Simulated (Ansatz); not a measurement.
## zincblende-structured PbS

Computed with Ansatz (plane waves, PAW, 420 eV cutoff): PBE, scalar-relativistic, no spin polarisation, 10×10×10 k-mesh, Gaussian smearing of 0.05 eV. The datasets are Ansatz's generated set soft_2.

```
CELL_PARAMETERS angstrom
0.00000 3.32383 3.32383
3.32383 0.00000 3.32383
3.32383 3.32383 0.00000
ATOMIC_POSITIONS crystal
Pb 0.00000 0.00000 0.00000
S 0.25000 0.25000 0.25000
```

This is a trial structure; measured cells of the compound in the Crystallography Open Database are in space groups C2/m, Fm-3m (rock salt).

The cell is relaxed to zero pressure at this level.

The cell has space group F-43m (read at 0.01 Å). In it the stress is 0.00, 0.00, 0.00, 0.00, 0.00, 0.00 GPa and the largest force component 0.000 eV/Å. Each change below starts from this cell, without further relaxation. Stress is in GPa, positive in compression, in the order xx, yy, zz, yz, xz, xy; energies are counted from the cell above.

Problem. What happens when atom 1 (Pb) is moved by 0.02 Å along x?

Solution. The energy changes by 0.6 meV per cell, and the force on it along the shift is -0.058 eV/Å (−F/u = 2.90 eV/Å²). Stress: 0.00, 0.00, 0.00, 0.14, 0.00, 0.00.
| atom | Fx (eV/Å) | Fy | Fz |
| --- | --- | --- | --- |
| Pb1 | -0.058 | 0.000 | 0.000 |
| S2 | 0.058 | 0.000 | 0.000 |

Problem. What happens when atom 1 (Pb) is moved by 0.05 Å along x?

Solution. The energy changes by 3.6 meV per cell, and the force on it along the shift is -0.145 eV/Å (−F/u = 2.90 eV/Å²). Stress: 0.01, 0.02, 0.02, 0.36, 0.00, 0.00.
```
atom  Fx (eV/Å)     Fy     Fz
 Pb1     -0.145  0.000  0.000
  S2      0.145  0.000  0.000
```
In a harmonic crystal the energy would rise by −½F·u = ½ × 2.90 × 0.05² eV = 3.6 meV, which matches.

Problem. What stress follows from an engineering strain of 2 % in xz, atoms carried along?

Solution. 0.01, 0.01, 0.01, 0.00, -0.06, 0.00 GPa; the energy changes by 0.3 meV per cell.
| atom | Fx (eV/Å) | Fy | Fz |
| --- | --- | --- | --- |
| Pb1 | 0.000 | 0.065 | 0.000 |
| S2 | 0.000 | -0.065 | 0.000 |
The change of the stress over the strain gives a clamped-atom stiffness of about 3.2 GPa for this component.

Problem. A single strain component, atoms carried along, gave the stress -0.93, -1.14, -0.93, 0.00, 0.00, 0.00. Which component, and about how large?

Solution. An engineering strain of 3 % in yy; the energy changes by 7.9 meV per cell.

Problem. All atoms and the cell are disturbed at random:
```xyz
2
Lattice="0.0200 3.3450 3.3128 3.3926 -0.0090 3.3418 3.3173 3.2987 0.0662" Properties=species:S:1:pos:R:3 pbc="T T T"
Pb   -0.0171   -0.0941    0.0703
S     1.6996    1.7528    1.6099
```
Give the energy change, the stress and the forces.

Solution. 124.0 meV per cell; stress 1.21, 1.07, 1.10, -0.66, -1.75, 1.41 GPa. The gap on the mesh goes from 0.89 eV to 0.83 eV.
```tsv
atom	Fx (eV/Å)	Fy	Fz
Pb1	0.365	0.723	-0.556
S2	-0.365	-0.723	0.556
```

Problem. All atoms and the cell are disturbed at random:
```
CELL_PARAMETERS angstrom
0.05364 3.24943 3.32569
3.36258 0.03584 3.34349
3.39970 3.30435 -0.00128
ATOMIC_POSITIONS crystal
Pb 0.00870 0.00437 0.99306
S 0.24130 0.24563 0.25694
```
Give the energy change, the stress and the forces.

Solution. 4.8 meV per cell; stress 0.18, 0.29, 0.12, -0.11, 0.07, 0.54 GPa. The gap on the mesh goes from 0.89 eV to 0.78 eV.
```tsv
atom	Fx (eV/Å)	Fy	Fz
Pb1	0.027	-0.008	-0.167
S2	-0.027	0.008	0.167
```

Kohn–Sham gaps of semilocal functionals lie under measured ones, often by a third or more. For elements this heavy, spin–orbit coupling would shift levels and gaps; it isn't included here.
